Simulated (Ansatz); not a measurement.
## A computed series for NaF: response to strain

Start from NaF in the rock salt structure (space group Fm-3m, No. 225; a = 4.629 Å).

Strains are applied to the cell and any free atomic positions relax.

Calculations: PBEsol/PAW in Ansatz (a first-principles code), without spin-orbit coupling.

Notes on the quantities. energy relative to the base: free energy F.

| change | energy relative to the base | band gap | volume per atom |
|---|---|---|---|
| base | 0 meV/atom | 6.20 eV | 12.40 Å³ |
| isotropic strain −2.50 % | (withheld) | 6.61 eV | 11.49 Å³ |
| isotropic strain −1.50 % | +4.1 meV/atom | 6.44 eV | 11.85 Å³ |
| isotropic strain −1.00 % | (withheld) | 6.36 eV | 12.03 Å³ |
| isotropic strain −0.50 % | +0.5 meV/atom | 6.28 eV | 12.21 Å³ |
| isotropic strain +0.50 % | +0.4 meV/atom | 6.12 eV | 12.59 Å³ |
| isotropic strain +1.00 % | +1.6 meV/atom | 6.05 eV | 12.77 Å³ |
| isotropic strain +2.00 % | +6.3 meV/atom | 5.90 eV | 13.16 Å³ |
| isotropic strain +2.50 % | +9.7 meV/atom | (withheld) | 13.35 Å³ |
| isotropic strain +3.00 % | +14 meV/atom | 5.76 eV | 13.55 Å³ |

**Question.** Complete the table.

**Answer.** 
- isotropic strain −2.50 %, energy relative to the base: +12 meV/atom
- isotropic strain −1.00 %, energy relative to the base: +1.8 meV/atom
- isotropic strain +2.50 %, band gap: 5.83 eV

Whether these cells are dynamically stable was not tested.
